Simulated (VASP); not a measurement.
# NaF (Villiaumite) (Fm-3m) in VASP: further runs

Runs on NaF (Villiaumite). Level: PBEsol. Tasks: relaxation of the atoms.

Everything below comes from runs of VASP 6.6.1. Logs are shortened: lines on timing, memory, paths and dates and some standing lists are left out, and cuts for length are marked.

## Step 1: The structure

The structure is cubic, space group Fm-3m (No. 225). The conventional cell has a = 4.628 Å, b = 4.628 Å, c = 4.628 Å, α = 90.00°, β = 90.00°, γ = 90.00°. Na (site symmetry m-3m) has 6 F at 2.31 Å as nearest neighbours. F (site symmetry m-3m) is surrounded by 6 Na at 2.31 Å.

## Step 2: Relaxation of the atoms, PBEsol (a relaxed cell with its volume scaled by 0.94)

Input file INCAR:

```
ALGO     = Normal         # electronic algorithm
EDIFF    = 1E-7           # SCF threshold, eV
EDIFFG   = -0.01          # ionic threshold
ENCUT    = 600            # plane-wave cutoff, eV
GGA      = PS             # functional
IBRION   = 2              # ionic algorithm
ISIF     = 2              # what is computed and relaxed
ISMEAR   = 0              # smearing method
LASPH    = T              # aspherical terms in the spheres
LCHARG   = F              # write CHGCAR
LREAL    = F              # projectors in reciprocal space
LWAVE    = F              # write WAVECAR
NELM     = 80             # most SCF steps
NSW      = 40             # ionic steps
PREC     = Accurate       # precision mode
SIGMA    = 0.03           # smearing width, eV
```

Input file KPOINTS:

```
k-points
0
Gamma
  10 10 10
```

Input file POSCAR:

```
NaF                                     
1.0
    0.0000000000      2.2668240518      2.2668240518
    2.2668240518      0.0000000000      2.2668240518
    2.2668240518      2.2668240518      0.0000000000
  Na              F             
     1     1
Direct
     0.0000000000000000    0.0000000000000000    0.0000000000000000
     0.5000000000000000    0.5000000000000000    0.5000000000000000
```

Potentials or basis: VASP PAW PBE potentials, release 64 (Na_pv, F).

The run is started by

```sh
> cat potpaw_PBE.64/Na_pv/POTCAR potpaw_PBE.64/F/POTCAR > POTCAR
> mpirun -np 1 vasp_std > vasp.out
```

OUTCAR:

```text
EDIFF = 1E-7
   EDIFFG = -0.01
   ENCUT = 600
   GGA = PS
   IBRION = 2
   ISIF = 2
   ISMEAR = 0
   LASPH = T
   LREAL = F
   NELM = 80
   NSW = 40
   PREC = Accurate

 ion  position               nearest neighbor table
   1  0.000  0.000  0.000-   2 2.27   2 2.27   2 2.27   2 2.27   2 2.27   2 2.27
   2  0.500  0.500  0.500-   1 2.27   1 2.27   1 2.27   1 2.27   1 2.27   1 2.27

  LATTYP: Found a face centered cubic cell.
 ALAT       =     4.5336481036

  Lattice vectors:

 A1 = (   0.0000000000,   2.2668240518,   2.2668240518)
 A2 = (   2.2668240518,   0.0000000000,   2.2668240518)
 A3 = (   2.2668240518,   2.2668240518,   0.0000000000)

Analysis of symmetry for initial positions (statically):
=====================================================================
 Subroutine PRICEL returns:
 Original cell was already a primitive cell.

 Routine SETGRP: Setting up the symmetry group for a
 face centered cubic supercell.

 Subroutine GETGRP returns: Found 48 space group operations
 (whereof 48 operations were pure point group operations)
 out of a pool of 48 trial point group operations.

The static configuration has the point symmetry O_h .

Analysis of symmetry for dynamics (positions and initial velocities):
=====================================================================
 Subroutine PRICEL returns:
 Original cell was already a primitive cell.

 Routine SETGRP: Setting up the symmetry group for a
 face centered cubic supercell.

 Subroutine GETGRP returns: Found 48 space group operations
 (whereof 48 operations were pure point group operations)
 out of a pool of 48 trial point group operations.

The dynamic configuration has the point symmetry O_h .

 Subroutine INISYM returns: Found 48 space group operations
 (whereof 48 operations are pure point group operations),
 and found     1 'primitive' translations

----------------------------------------------------------------------------------------

                                     Primitive cell

  volume of cell :      23.2961

  direct lattice vectors                    reciprocal lattice vectors
     0.000000000  2.266824052  2.266824052    -0.220572920  0.220572920  0.220572920
     2.266824052  0.000000000  2.266824052     0.220572920 -0.220572920  0.220572920
     2.266824052  2.266824052  0.000000000     0.220572920  0.220572920 -0.220572920

  length of vectors
     3.205773318  3.205773318  3.205773318     0.382043504  0.382043504  0.382043504

  position of ions in fractional coordinates (direct lattice)
     0.000000000  0.000000000  0.000000000
     0.500000000  0.500000000  0.500000000

[... 90 lines left out ...]
   EFERMI =   0.00;   METHOD = LEGACY
   ISMEAR =     0;   SIGMA  =   0.03  broadening in eV -4-tet -1-fermi 0-gaus
   EFERMI_NEDOS =   21; number of points for ismear=-14 and -15
   IALGO  =     38    algorithm
   IMIX   =      4    mixing-type and parameters
     AMIX     =   0.40;   BMIX     =  1.00
     AMIX_MAG =   1.60;   BMIX_MAG =  1.00
  volume/ion in A,a.u.               =      11.65        78.60
  Fermi-wavevector in a.u.,A,eV,Ry     =   1.381517  2.610689 25.967949  1.908590
  Thomas-Fermi vector in A             =   2.506294
   LORBIT       =      0    0 simple, 1 ext, 2 COOP (PROOUT), +10 PAW based schemes
   GGA     = PS    functional components
   LHFCALC =     F    Hartree Fock is set to
   AEXX    =    0.0000 exact exchange contribution
   IVDW    =     0    specifies the selected vdW correction
   LEPSILON=     F    determine dielectric tensor
   LRPA    =     F    only Hartree local field effects (RPA)
 conjugate gradient relaxation of ions
 non-spin polarized calculation
 Gauss-broadening in eV      SIGMA  =   0.03
  energy-cutoff  :      600.00
  volume of cell :       23.30
 maximum number of plane-waves:       794
 NGX is ok and might be reduce to    28
   NGX = 13   NGY = 13   NGZ = 13

 number of electron      13.9999998 magnetization

 Free energy of the ion-electron system (eV)
  ---------------------------------------------------
  ext. energy  EPLUGINS =         0.00000000
  ---------------------------------------------------
  free energy    TOTEN  =        -8.75233632 eV

  energy without entropy =       -8.75233632  energy(sigma->0) =       -8.75233632

 E-fermi :  -1.6858     XC(G=0):  -9.6669

 val. band max:       -1.8828579124   @ k =   0.0000   0.0000   0.0000
 cond. band min:       4.6346259482   @ k =   0.0000   0.0000   0.0000
 fundamental gap:      6.5174838605
 Fermi energy:        -1.6857768644

 k-point     1 :       0.0000    0.0000    0.0000
  band No.  band energies     occupation
      1     -21.0596      2.00000
      2     -20.4611      2.00000
      3     -20.4611      2.00000
      4     -20.4611      2.00000
      5      -1.8829      2.00000
      6      -1.8829      2.00000
      7      -1.8829      2.00000
      8       4.6346      0.00000
      9      17.4209      0.00000
     10      17.4209      0.00000
     11      17.4209      0.00000
[... 309 lines left out ...]
 k-point    24 :       0.4000    0.3000    0.0000
  band No.  band energies     occupation
      1     -21.2160      2.00000
      2     -20.5231      2.00000
      3     -20.5123      2.00000
      4     -20.1583      2.00000
      5      -3.1859      2.00000
      6      -2.3059      2.00000
      7      -2.2432      2.00000
      8       9.0663      0.00000
      9      12.0322      0.00000
     10      15.4284      0.00000
     11      18.3765      0.00000

 [... further k-points ...]

------------------------ aborting loop because EDIFF is reached ----------------------------------------

  FORCE on cell =-STRESS in cart. coord.  units (eV):
  Direction    XX          YY          ZZ          XY          YZ          ZX
  --------------------------------------------------------------------------------------
  -------------------------------------------------------------------------------------
  Total        0.5044400      0.5044400      0.5044400      0.0000000      0.0000000     -0.0000000
  in kB       34.6925879     34.6925879     34.6925879      0.0000000      0.0000000     -0.0000000
  external PRESSURE =      34.6925879 kB  Pullay stress =       0.0000000 kB

 VOLUME and BASIS-vectors are now :
 -----------------------------------------------------------------------------
  energy-cutoff  :      600.00
  volume of cell :       23.30
      direct lattice vectors                 reciprocal lattice vectors
     0.000000000  2.266824052  2.266824052    -0.220572920  0.220572920  0.220572920
     2.266824052  0.000000000  2.266824052     0.220572920 -0.220572920  0.220572920
     2.266824052  2.266824052  0.000000000     0.220572920  0.220572920 -0.220572920

 POSITION                                       TOTAL-FORCE (eV/Angst)
 -----------------------------------------------------------------------------------
      0.00000      0.00000      0.00000         0.000000     -0.000000      0.000000
      2.26682      2.26682      2.26682         0.000000      0.000000     -0.000000
 -----------------------------------------------------------------------------------
    total drift:                                0.000000      0.000000      0.000000

  FREE ENERGIE OF THE ION-ELECTRON SYSTEM (eV)
  ---------------------------------------------------
  free  energy   TOTEN  =        -8.7523363178 eV

  energy  without entropy=       -8.7523363178  energy(sigma->0) =       -8.75233632

 reached required accuracy - stopping structural energy minimisation
```

CONTCAR:

```text
NaF
   1.00000000000000
     0.0000000000000000    2.2668240518000000    2.2668240518000000
     2.2668240518000000    0.0000000000000000    2.2668240518000000
     2.2668240518000000    2.2668240518000000    0.0000000000000000
  Na              F
     1     1
Direct
     0.0000000000000000    0.0000000000000000    0.0000000000000000
     0.5000000000000000    0.5000000000000000    0.5000000000000000

  0.00000000E+00  0.00000000E+00  0.00000000E+00
  0.00000000E+00  0.00000000E+00  0.00000000E+00
```

It took 6.9 s on 1 thread of Intel Xeon 6975P-C (Granite Rapids), shared host; peak memory 0.15 GiB.

Results:

```yaml
Free_energy: -8.7523 eV
Pressure_after_relaxing: 3.5 GPa
Band_gap_on_the_k_mesh: 6.52 eV, direct
```

Final structure:
```yaml
crystal:
  lattice:
    - [0.00000, 2.26682, 2.26682]
    - [2.26682, 0.00000, 2.26682]
    - [2.26682, 2.26682, 0.00000]
  atoms:
    - { symbol: Na, position: [0.00000, 0.00000, 0.00000] }
    - { symbol: F, position: [0.50000, 0.50000, 0.50000] }
```

Caveat: the relaxation stopped at its first step, so nothing moved; the PAW data sets were made with another functional, which shifts forces and pressure a little. A k mesh can miss the band edges.

## Step 3: Relaxation of the atoms, PBEsol (a relaxed cell with its volume scaled by 0.96)

INCAR is that of step 2.

KPOINTS is that of step 2.

Input file POSCAR:

```
NaF                                     
1.0
    0.0000000000      2.2827881274      2.2827881274
    2.2827881274      0.0000000000      2.2827881274
    2.2827881274      2.2827881274      0.0000000000
  Na              F             
     1     1
Direct
     0.0000000000000000    0.0000000000000000    0.0000000000000000
     0.5000000000000000    0.5000000000000000    0.5000000000000000
```

Potentials or basis: VASP PAW PBE potentials, release 64 (Na_pv, F).

The run is started by

```sh
> cat potpaw_PBE.64/Na_pv/POTCAR potpaw_PBE.64/F/POTCAR > POTCAR
> mpirun -np 1 vasp_std > vasp.out
```

Run time: 6.8 s. Hardware: 1 thread of Intel Xeon 6975P-C (Granite Rapids), shared host; peak memory 0.15 GiB.

It converged, with:

```
Free energy             : -8.7622 eV
Pressure after relaxing : 2.2 GPa
Band gap on the k mesh  : 6.40 eV, direct
```

Final structure:
```
Na F
1.0
     0.00000    2.28279    2.28279
     2.28279    0.00000    2.28279
     2.28279    2.28279    0.00000
Na F
1 1
Direct
  0.00000 0.00000 0.00000
  0.50000 0.50000 0.50000
```

Levels at points of the mesh, in eV from the valence-band top:
```
           k point  band 5  band 6  band 7  band 8  band 9  band 10
(0.00, 0.00, 0.00)    0.00    0.00    0.00    6.40   19.16    19.16
(0.50, 0.00, 0.00)   -1.72   -0.28   -0.28   10.88   12.71    20.46
(0.50, 0.50, 0.00)   -1.37   -0.43   -0.43   13.24   13.35    13.97
```

Caveat: the relaxation stopped at its first step, so nothing moved; the PAW data sets were made with another functional, which shifts forces and pressure a little.

(Continued in part 2 of 2.)
